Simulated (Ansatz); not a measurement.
The following input was run with Ansatz 0.2.0.

```yaml
crystal:
  lattice:
    - [3.2967475248, 0.0331211574, -0.0031133888]
    - [-1.6196899987, 2.824135962, 0.0293225777]
    - [-0.0039363092, 0.0405356098, 4.1500005599]
  atoms:
    - { symbol: Al, position: [0.3420330294, 0.6172205787, 0.7354569352] }
    - { symbol: Al, position: [0.6954413222, 0.3430461418, 0.2612237117] }
    - { symbol: "N", position: [0.3405117186, 0.7133411585, 0.2399917924] }
    - { symbol: "N", position: [0.6220139298, 0.326392121, 0.7633251727] }
basis:
  ecutwfc: 420
kpoints:
  mp_grid: { grid: [9, 9, 6] }
hamiltonian:
  xc: pbe
scf:
  occupations: { method: gaussian, width: 0.02 }
output:
  forces: true
  stress: true
  eigenvalues: true
```

Command:
```bash
ansatz run input.yaml --threads 1 --pin off --max-ram 1331MiB --backend cpu --events-out ev --progress --plain --runs-dir out
```

Computed with DFT PBE, scalar-relativistic, plane waves, PAW (Ansatz).

Part of what the program printed, abridged:

```
Pseudopotentials: kind: paw
Pseudopotential: Al, paw, valence charge 3, recommended cutoff 420 eV (normal)
Pseudopotential: N, paw, valence charge 5, recommended cutoff 420 eV (normal)
Functional definition: PBE
Crystal: 4 atoms, lattice volume = 38.857 Å³
Basis set: ecut = 420 eV, 755 PW (Γ), exchange–correlation on 48×48×60 points (8 copies of the dense FFT grid, shifted against one another)
Bands: 12, of which v1, the nominal top of the filled ones, is band 8 counted from 1 (7 counted from 0)
Symmetry: 1 space group operations
Space group: P1 (ITA 1), of the structure as read, at distance tolerance 3.4e-5 Å
k-points: 244 of 486 (time reversal used)
Initial density: superposition of atomic densities (neutral atoms: chi_scale 0, normalization atom), corrected by the library's trained network
Initial wavefunctions: pseudopotential atomic-orbital guess
Functional: x = pbe(κ = 0.804, μ = 0.21951497), c = pbe(β = 0.06672455)
SCF iter   1: F=—  HF=-1846.709771 eV  |F-HF|=—  |Δ(HF+E_count)|=         —  Δρ=2.57e-3  dr2=2.41e-3  ethr=1.77e-3  ⟨swp⟩=6.3  Hψ=20458  notcnv=0
SCF iter   2: F=—  HF=-1846.709773 eV  |F-HF|=—  |Δ(HF+E_count)|=   2.53e-6  Δρ=9.95e-4  dr2=2.12e-4  ethr=1.51e-5  ⟨swp⟩=2.5  Hψ=7463  notcnv=0
SCF iter   3: F=—  HF=-1846.709937 eV  |F-HF|=—  |Δ(HF+E_count)|=   1.63e-4  Δρ=3.04e-4  dr2=1.80e-5  ethr=1.32e-6  ⟨swp⟩=2.1  Hψ=4910  notcnv=0
SCF iter   4: F=—  HF=-1846.710151 eV  |F-HF|=—  |Δ(HF+E_count)|=   2.15e-4  Δρ=7.14e-5  dr2=1.14e-6  ethr=1.12e-7  ⟨swp⟩=2.0  Hψ=4394  notcnv=0
SCF iter   5: F=-1846.710153 eV  HF=-1846.710153 eV  |F-HF|=6.88e-8  |Δ(HF+E_count)|=   1.61e-6  Δρ=1.54e-5  dr2=4.69e-8  ethr=7.12e-9  ⟨swp⟩=2.0  Hψ=4372  notcnv=0
SCF iter   6: F=-1846.710153 eV  HF=-1846.710153 eV  |F-HF|=7.42e-10  |Δ(HF+E_count)|=   8.00e-8  Δρ=1.42e-6  dr2=4.69e-10  ethr=2.93e-10  ⟨swp⟩=2.2  Hψ=10250  notcnv=0
SCF 1 converged in 6 iterations: F = -1846.710153 eV  dr2 = 4.69e-10
SCF converged after 6 iterations
Free energy (F): -1846.710153 eV
Harris-Foulkes:  -1846.710153 eV  (|F-HF|=7.42e-10)
Internal energy: -1846.710153 eV  (E = F + TS)
E sigma→0 (E₀):  -1846.710153 eV
Fermi energy:    10.842581 eV
--- Per-component energies (eV) ---
  E_band       = 43.686544
  E_kinetic    = 324.308026
  E_local      = -435.653549  (includes V_loc(G=0)·N_el)
  E_nonlocal   = 111.322343
  E_hartree    = 154.324123
  E_xc         = -205.237882
  E_vxc        = -218.043240  (∫ρ·V_xc dr)
  E_paw        = -1190.629724  (= ΣΔE_a)
  E_vpaw       = -46.895525  (= ΣTr[D̂ρ^β])
  E_aug_tail   = 0.000196  (compensation charges beyond the density's cutoff)
  E_ewald      = -605.143687
  E_smearing   =  0.000000  (= −TS)
--- Forces (eV/Å), atoms counted from 1 ---
  atom   1  Al    -6.70659194     4.40521023     0.61433426
  atom   2  Al    -1.37781477     1.20498337    -0.82678191
  atom   3  N      1.00046235    -2.52605374     1.15098147
  atom   4  N      7.08394361    -3.08414530    -0.93853326
--- Stress (GPa, compression-positive) ---
       25.637833     -18.022405       2.403030
      -18.022561      18.369429      -4.149499
        2.402984      -4.149475       5.005017
  P = ⅓ Tr σ = 16.3374 GPa (163.374 kbar)
--- Band table (eV; the first three rows and the last of 244) ---
  k-point 0: bands = ["-7.6872", "-3.9882", "2.2948", "5.7833", "6.0278", "7.3964", "7.8761", "9.2651", "12.4200", "13.7848", "17.2053", "18.1479"]
  k-point 1: bands = ["-7.5156", "-4.3902", "2.7847", "5.8809", "6.1005", "7.3201", "7.7167", "8.6102", "12.9980", "14.0663", "17.0856", "17.7655"]
  k-point 2: bands = ["-7.0160", "-5.2821", "3.9461", "6.0976", "6.2617", "6.8977", "7.3173", "7.6287", "14.0088", "14.6773", "17.0243", "17.4768"]
  k-point 243: bands = ["-6.1056", "-4.3549", "2.3291", "3.8228", "4.8989", "5.3766", "7.0839", "7.9166", "14.3672", "15.0076", "16.9174", "18.1105"]
```

The run converged.